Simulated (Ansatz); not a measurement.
# Cr (Im-3m) in Ansatz: further runs

Aim: see how the results for Cr move with the level of theory and the settings. Levels: PBE+D4, revPBE, RPBE+D4. Tasks: relaxation of cell and atoms.

Program: Ansatz 0.2.0. These are calculated values, not measurements. Logs are shortened: lines on timing, memory, paths and dates and some standing lists are left out, and cuts for length are marked.

## 1. The crystal as given

Symmetry: Im-3m, No. 229, cubic system. Conventional cell: a = 2.969 Å, b = 2.969 Å, c = 2.969 Å, α = 90.00°, β = 90.00°, γ = 90.00°. Cr (site symmetry m-3m) is surrounded by 8 Cr at 2.57 Å.

## 2. Relaxation of cell and atoms, PBE+D4, collinear spin, ferromagnetic start

Input file input.yaml:

```yaml
crystal:
  lattice:
    - [-1.4844496776, 1.4844496776, 1.4844496776]
    - [1.4844496776, -1.4844496776, 1.4844496776]
    - [1.4844496776, 1.4844496776, -1.4844496776]
  atoms:
    - { symbol: Cr, position: [0.0, 0.0, 0.0], spin: 3.0 }
kpoints:
  mp_grid: { grid: [12, 12, 12] }
scf:
  occupations: { method: fermi_dirac, width: 0.05 }
hamiltonian:
  xc: pbe
  dispersion: d4
  pseudopotentials: { kind: all_electron, lapw: { basis_error: 0.001 } }
magnetization:
  spin_polarized: true
output:
  forces: true
  stress: true
relax:
  f_tol: 0.01
  max_steps: 60
  cell: {}
```

Potentials or basis: all-electron LAPW, scalar-relativistic.

On the command line:

```console
$ ansatz run input.yaml --threads 2 --pin off --max-ram 6144MiB --backend cpu --events-out ev --progress --plain --runs-dir out
```

Output:

```text
Warning: RAYON_NUM_THREADS=2 ignored (pool sized by the plan → 2); use --threads N
The last accepted step is kept in <dir> (removed where the run ends without a failure and the disk answers)
LAPW: plane waves up to 8.841 Å⁻¹, error target 1.0e-3 eV per atom; small_component_spin mean_spin; Cr in spheres of 1.247 Å, 14 of its electrons in bands, Dirac shells [] (how accurate: hamiltonian.pseudopotentials.lapw.basis_error, Limitations)
Engine: ansatz 0.2.0, x86_64-unknown-linux-gnu
Pseudopotentials: kind: all_electron
Pseudopotential: Cr, LAPW, valence charge 14, lapw/all_electron/scalar/gaussian/Cr, Koelling and Harmon's equation, gaussian nucleus
Functional definition: PBE
  parameter kappa = 0.804
  parameter beta = 0.06672455060314922
  exchange = pbe_x(kappa = kappa, mu = beta*pi^2/3)
  correlation = pbe_c(beta = beta)
Crystal: 1 atoms, lattice volume = 13.084 Å³
Basis set: ecut = 297.82094937098077 eV, 141 PW (Γ), exchange–correlation at level 2
Bands: 13, of which v1, the nominal top of the filled ones, is band 7 counted from 1 (6 counted from 0)
Symmetry: 48 space group operations
Space group: Im-3m (ITA 229), of the structure as read, at distance tolerance 2.4e-5 Å
Magnetic group: BNS 229.140 (UNI 1642), of the structure as read, at distance tolerance 2.4e-5 Å
k-points: 72 of 1728
Non-local potential: Cr, projectors of the file, none
Initial density: superposition of atomic densities (chi_scale 0.1, normalization cell)
Starting moments: Σ|m| = 3 μB on 1 of 1 site
Initial wavefunctions: plane waves of lowest kinetic energy (no species holds an atomic orbital)
Functional: x = pbe(κ = 0.804, μ = 0.2195149727645171), c = pbe(β = 0.06672455060314922)
iter 1 solved again at ethr=1.52e-3 eV; its pass at ethr=1.00e-1 eV (dr2=2.12e-1 eV) is discarded
SCF iter   1: F=—  HF=-28594.163289 eV  |F-HF|=—  |Δ(HF+E_count)|=         —  Δρ=5.41e-2 (↑5.41e-2 ↓3.77e-2)  dr2=2.13e-1  dr2_m=1.81e-1  M=2.061 μB ∫|m|=2.062 μB  β_m=0.30  ethr=1.52e-3  ⟨swp⟩=2.1  Hψ=12276  notcnv=0
Mixer restart at iter 1: flushing history
preconditioner: auto → none  [metal: Δε(μ)=0.006 eV  Ē_g=11.307 eV  σ=0.050 eV  W_gap=0.03  n_scr=0 (ndim 8)  ℏωp=25.1 eV  f_vac=0.000  D(μ)=2.17/eV (n_scr^D=42)]
SCF iter   2: F=—  HF=-28596.343601 eV  |F-HF|=—  |Δ(HF+E_count)|=         —  Δρ=1.19e-1 (↑1.19e-1 ↓1.10e-1)  dr2=2.91e-2  dr2_m=1.56e0  M=0.132 μB ∫|m|=0.136 μB  β_m=1.00  ethr=1.52e-3  ⟨swp⟩=2.1  Hψ=5633  notcnv=0
Mixer restart at iter 2: flushing history
SCF iter   3: F=—  HF=-28595.992270 eV  |F-HF|=—  |Δ(HF+E_count)|=   3.51e-1  Δρ=6.72e-3 (↑6.72e-3 ↓6.24e-3)  dr2=8.02e-3  dr2_m=2.04e-3  M=0.025 μB ∫|m|=0.030 μB  β_m=0.30  ethr=3.57e-4  ⟨swp⟩=3.0  Hψ=6380  notcnv=0
SCF iter   4: F=—  HF=-28596.025746 eV  |F-HF|=—  |Δ(HF+E_count)|=         —  Δρ=4.66e-3 (↑4.66e-3 ↓4.43e-3)  dr2=3.57e-3  dr2_m=1.14e-3  M=0.020 μB ∫|m|=0.024 μB  β_m=0.59  ethr=5.73e-5  ⟨swp⟩=2.1  Hψ=5039  notcnv=0
the basis was enlarged: its passes take 497.1 KiB over the memory plan, 2 of 2 planned eigensolver slots
iter 5 solved again at ethr=2.04e-6 eV; its pass at ethr=2.55e-5 eV (dr2=2.86e-4 eV) is discarded
SCF iter   5: F=—  HF=-28596.059920 eV  |F-HF|=—  |Δ(HF+E_count)|=   3.42e-2  Δρ=1.24e-3 (↑1.10e-3 ↓1.24e-3)  dr2=2.86e-4  dr2_m=5.55e-5  M=0.006 μB ∫|m|=0.008 μB  β_m=0.51  ethr=2.04e-6  ⟨swp⟩=2.0  Hψ=8516  notcnv=0
SCF iter   6: F=—  HF=-28596.061236 eV  |F-HF|=—  |Δ(HF+E_count)|=   1.32e-3  Δρ=2.50e-4 (↑2.40e-4 ↓2.50e-4)  dr2=3.34e-7  dr2_m=7.05e-6  M=0.002 μB ∫|m|=0.004 μB  β_m=0.76  ethr=2.04e-6  ⟨swp⟩=2.2  Hψ=4823  notcnv=0
SCF iter   7: F=—  HF=-28596.061277 eV  |F-HF|=—  |Δ(HF+E_count)|=   4.14e-5  Δρ=1.19e-4 (↑8.11e-5 ↓1.19e-4)  dr2=2.94e-7  dr2_m=1.12e-6  M=0.001 μB ∫|m|=0.002 μB  β_m=0.88  ethr=2.39e-9  ⟨swp⟩=3.1  Hψ=5272  notcnv=0
SCF iter   8: F=—  HF=-28596.061285 eV  |F-HF|=—  |Δ(HF+E_count)|=   8.05e-6  Δρ=4.33e-5 (↑2.94e-5 ↓4.33e-5)  dr2=3.49e-8  dr2_m=1.49e-7  M=0.000 μB ∫|m|=0.001 μB  β_m=0.94  ethr=2.10e-9  ⟨swp⟩=3.0  Hψ=5199  notcnv=0
SCF iter   9: F=—  HF=-28596.061286 eV  |F-HF|=—  |Δ(HF+E_count)|=   8.42e-7  Δρ=6.47e-6 (↑4.07e-6 ↓6.47e-6)  dr2=1.17e-9  dr2_m=2.97e-9  M=0.000 μB ∫|m|=0.000 μB  β_m=0.90  ethr=2.49e-10  ⟨swp⟩=3.0  Hψ=5229  notcnv=0
SCF iter  10: F=—  HF=-28596.061286 eV  |F-HF|=—  |Δ(HF+E_count)|=   1.61e-8  Δρ=4.87e-7 (↑1.67e-7 ↓4.87e-7)  dr2=9.88e-12  dr2_m=1.12e-11  M=0.000 μB ∫|m|=0.000 μB  β_m=0.95  ethr=8.36e-12  ⟨swp⟩=3.0  Hψ=5216  notcnv=0
[...]
SCF 1 converged in 12 iterations: F = -28596.061286 eV  dr2 = 1.23e-13
[...]
iter 4 solved again at ethr=1.44e-10 eV; its pass at ethr=3.04e-7 eV (dr2=2.01e-8 eV) is discarded
SCF iter   4: F=—  HF=-28596.252071 eV  |F-HF|=—  |Δ(HF+E_count)|=   1.98e-4  Δρ=9.36e-6 (↑9.36e-6 ↓9.36e-6)  dr2=2.10e-8  dr2_m=4.24e-14  M=-0.000 μB ∫|m|=0.000 μB  β_m=0.76  ethr=1.44e-10  ⟨swp⟩=3.1  Hψ=8711  notcnv=0
SCF iter   5: F=-28596.252071 eV  HF=-28596.252071 eV  |F-HF|=1.25e-8  |Δ(HF+E_count)|=   5.42e-8  Δρ=3.50e-6 (↑3.50e-6 ↓3.50e-6)  dr2=2.95e-9  dr2_m=6.01e-15  M=-0.000 μB ∫|m|=0.000 μB  ethr=1.44e-10  ⟨swp⟩=2.0  Hψ=4782  notcnv=0
the starting moments were not kept: the SCF closed with an absolute magnetisation of 4.9e-8 μB, where they sum to 3 μB in size (1 site). That is at most 0.1 of that sum. Measured as dr2_m measures the in/out step, that magnetisation stands 3.5e-16 eV from none, at or under the dr2_threshold of 1.0e-7 eV: it is no larger than a step whose dr2_m would equal this threshold.
SCF 2 converged in 5 iterations: F = -28596.252071 eV  dr2 = 2.95e-9
relax step   2: F+E_penalty+E_count = -28596.25207129 eV  Δ(F+E_penalty+E_count) = -1.908e-1 eV  max|allowed force component| = 0.000e0 eV/Å  Δτ_max = 0.0000 Å  P = +0.052 GPa  Ω = 11.268 Å³  (5 SCF iters, accepted)
Crystal: 1 atoms, lattice volume = 11.271 Å³
Basis set: ecut = 328.9681234381957 eV, 141 PW (Γ), exchange–correlation at level 2
iter 1 solved again at ethr=2.30e-11 eV; its pass at ethr=1.00e-1 eV (dr2=3.22e-9 eV) is discarded
SCF iter   1: F=—  HF=-28596.252072 eV  |F-HF|=—  |Δ(HF+E_count)|=         —  Δρ=1.23e-6 (↑1.23e-6 ↓1.23e-6)  dr2=2.30e-10  dr2_m=5.98e-15  M=-0.000 μB ∫|m|=0.000 μB  β_m=0.65  ethr=2.30e-11  ⟨swp⟩=5.8  Hψ=12306  notcnv=0
preconditioner: auto → none  [insulator: Δε(μ)=0.172 eV  Ē_g=11.993 eV  σ=0.050 eV  W_gap=0.70  n_scr=0 (ndim 8)  ℏωp=27.1 eV  f_vac=0.000  D(μ)=0.40/eV (n_scr^D=0)  ε∞_Penn≈6.1]
SCF iter   2: F=-28596.252072 eV  HF=-28596.252072 eV  |F-HF|=2.41e-8  |Δ(HF+E_count)|=   4.23e-9  Δρ=3.63e-6 (↑3.63e-6 ↓3.63e-6)  dr2=3.35e-9  dr2_m=1.30e-15  M=-0.000 μB ∫|m|=0.000 μB  ethr=1.64e-12  ⟨swp⟩=3.0  Hψ=5354  notcnv=0
the starting moments were not kept: the SCF closed with an absolute magnetisation of 2.7e-8 μB, where they sum to 3 μB in size (1 site). That is at most 0.1 of that sum. Measured as dr2_m measures the in/out step, that magnetisation stands 9.6e-17 eV from none, at or under the dr2_threshold of 1.0e-7 eV: it is no larger than a step whose dr2_m would equal this threshold.
SCF 3 converged in 2 iterations: F = -28596.252072 eV  dr2 = 3.35e-9
relax step   3: F+E_penalty+E_count = -28596.25207162 eV  Δ(F+E_penalty+E_count) = -3.289e-7 eV  max|allowed force component| = 0.000e0 eV/Å  Δτ_max = 0.0000 Å  P = -0.015 GPa  Ω = 11.271 Å³  (2 SCF iters, accepted)
iter 1 solved again at ethr=6.57e-12 eV; its pass at ethr=1.00e-1 eV (dr2=9.20e-10 eV) is discarded
SCF iter   1: F=—  HF=-28596.252072 eV  |F-HF|=—  |Δ(HF+E_count)|=         —  Δρ=1.91e-6 (↑1.91e-6 ↓1.91e-6)  dr2=9.20e-10  dr2_m=1.33e-15  M=-0.000 μB ∫|m|=0.000 μB  β_m=0.65  ethr=6.57e-12  ⟨swp⟩=3.0  Hψ=9185  notcnv=0
iter 2 solved again at ethr=1.00e-12 eV; its pass at ethr=6.57e-12 eV (dr2=1.34e-11 eV) is discarded
SCF iter   2: F=—  HF=-28596.252072 eV  |F-HF|=—  |Δ(HF+E_count)|=   8.99e-9  Δρ=2.50e-7 (↑2.50e-7 ↓2.49e-7)  dr2=1.34e-11  dr2_m=3.05e-16  M=-0.000 μB ∫|m|=0.000 μB  β_m=0.41  ethr=1.00e-12  ⟨swp⟩=2.0  Hψ=8477  notcnv=0
SCF iter   3: F=-28596.252072 eV  HF=-28596.252072 eV  |F-HF|=2.33e-10  |Δ(HF+E_count)|=  8.73e-11  Δρ=1.03e-6 (↑1.03e-6 ↓1.03e-6)  dr2=2.73e-10  dr2_m=2.07e-16  M=-0.000 μB ∫|m|=0.000 μB  ethr=1.00e-12  ⟨swp⟩=2.7  Hψ=4918  notcnv=0
the starting moments were not kept: the SCF closed with an absolute magnetisation of 1.2e-8 μB, where they sum to 3 μB in size (1 site). That is at most 0.1 of that sum. Measured as dr2_m measures the in/out step, that magnetisation stands 1.7e-17 eV from none, at or under the dr2_threshold of 1.0e-7 eV: it is no larger than a step whose dr2_m would equal this threshold.
SCF 4 converged in 3 iterations: F = -28596.252072 eV  dr2 = 2.73e-10
relax step   4: F+E_penalty+E_count = -28596.25207226 eV  Δ(F+E_penalty+E_count) = -6.453e-7 eV  max|allowed force component| = 0.000e0 eV/Å  Δτ_max = 0.0000 Å  P = -0.014 GPa  Ω = 11.271 Å³  stress off target by 1.38e-2 GPa  SCF on the basis re-selected at this cell (its energy is not comparable with the rows above)  (3 SCF iters)
basis re-selected at this cell: Δ(F+E_penalty+E_count) = -6.453e-7 eV, ΔP = +0.001 GPa vs the last step (what re-selecting the basis moved, after the strain that the cell walked since its last selection, with what the two solves' SCF thresholds leave and, on support functions, any second-order correction that the steps lacked; it is no measure of the basis error at this ecutwfc). This SCF's stress stands 1.38e-2 GPa from its target on what of the cell is left free (relax.cell.stress_tol is 5.00e-2 GPa) and its largest allowed force component is 0.00e0 eV/Å (relax.f_tol is 1.00e-2 eV/Å): within both
SCF converged after 3 iterations
Magnetization: -0.0000 μB (7.0000 up, 7.0000 down)
Absolute magnetization: 0.0000 μB (∫|ρ↑−ρ↓|)
Spin contamination: 0.0000 ħ² per cell (⟨S²⟩ above its minimum at these occupations)
Per-site moments (μB) at R_I (Å): [(-1.773194924226118e-9, 1.1865022123768576)]
Free energy (F): -28596.252072 eV
Harris-Foulkes:  -28596.252072 eV  (|F-HF|=2.33e-10)
Internal energy: -28596.248333 eV  (E = F + TS)
E sigma→0 (E₀):  -28596.250203 eV
Entropy (-TS):   -0.003739 eV (-3.739 meV/atom)
Fermi energy:    20.547635 eV
--- Per-component energies (eV) ---
  E_band       = -129.081196
  E_kinetic    = 28930.076957
  E_xc         = -1328.373384
  E_electrostatic = -56197.492748  (all electrons and nuclei)
  E_disp       = -0.459158  (pairwise vdW)
  E_smearing   = -0.003739  (= −TS)
  E_closure    = 0.000000  (closes the sum)
  E_atoms      = -28586.243230  (free atoms, spherical and without spin; not in F)
  Σ components = -28596.252072   (vs F -28596.252072, Δ=0.00e0)
  Basis errors (estimates in eV, not in F): energy 2.8e-4 per atom: plane waves 2.3e-4 (1.3e-4 summed), levels above the bands 2.2e-114, relativity 1.1e-8, radial functions 4.2e-5, core shells 3.2e-7; eigenvalues (radial functions only) 1.4e-6; not estimated: angular momenta, meshes, grids; target (lapw.basis_error) 1.0e-3; muffin-tin radii Cr 1.187 Å
--- Forces (eV/Å), atoms counted from 1 ---
  atom   1  Cr    -0.00000000    -0.00000000     0.00000000
  max |Σ_I F_I| component: 8.38e-31 eV/Å
--- Stress (GPa, compression-positive) ---
       -0.013838      -0.000000      -0.000000
       -0.000000      -0.013838      -0.000000
       -0.000000      -0.000000      -0.013838
  P = ⅓ Tr σ = -0.0138 GPa (-0.138 kbar)
--- Relaxed structure (3 steps of the walk, 3 accepted, 1 SCFs on fresh bases) ---
  F+E_penalty+E_count = -28596.25207226 eV   max|allowed force component| = 0.000e0 eV/Å   (the final SCF, on the basis selected at the relaxed cell)
  cell:  # Å, volume = 11.2709 Å³
    - [-1.412427591582625, 1.412427591582625, 1.412427591582625]
    - [1.412427591582625, -1.412427591582625, 1.412427591582625]
    - [1.412427591582625, 1.412427591582625, -1.412427591582625]
  atoms:
    - { symbol: Cr, position: [0.0, 0.0, 0.0] }
```

Wall time 6.9 s (2 threads of AMD EPYC 9R45 (Zen 5), shared host); peak memory 0.39 GiB.

What came out:

```yaml
Free_energy: -28596.2521 eV
Relaxed_volume: 11.27 Å³/atom
Relaxed_cell: a = 2.446 Å, b = 2.446 Å, c = 2.446 Å, α = 109.47°, β = 109.47°, γ = 109.47°
Space_group_after_relaxing_to_0.05_Å: Im-3m (No. 229)
Energy_gained_by_relaxing: 190.8 meV/atom
Ionic_steps: 4
Pressure_after_relaxing: 0.0 GPa
Net_moment: 0.00 μB per cell
Absolute_moment: 0.00 μB per cell
```

Step by step:
| step | energy change (eV) | largest force (eV/Å) | volume (Å³) |
| --- | --- | --- | --- |
| 1 | 0.0000 | 0.0000 | 13.08 |
| 2 | -0.1908 | 0.0000 | 11.27 |
| 3 | -0.1908 | 0.0000 | 11.27 |
| 4 | -0.1908 | 0.0000 | 11.27 |

Final structure:
```
CELL_PARAMETERS angstrom
-1.41243 1.41243 1.41243
1.41243 -1.41243 1.41243
1.41243 1.41243 -1.41243
ATOMIC_POSITIONS crystal
Cr 0.00000 0.00000 0.00000
```

Caveat: the starting moments collapsed, and a magnetic state may lie lower; the starting moments weren't kept.

(Continued in part 2 of 2.)
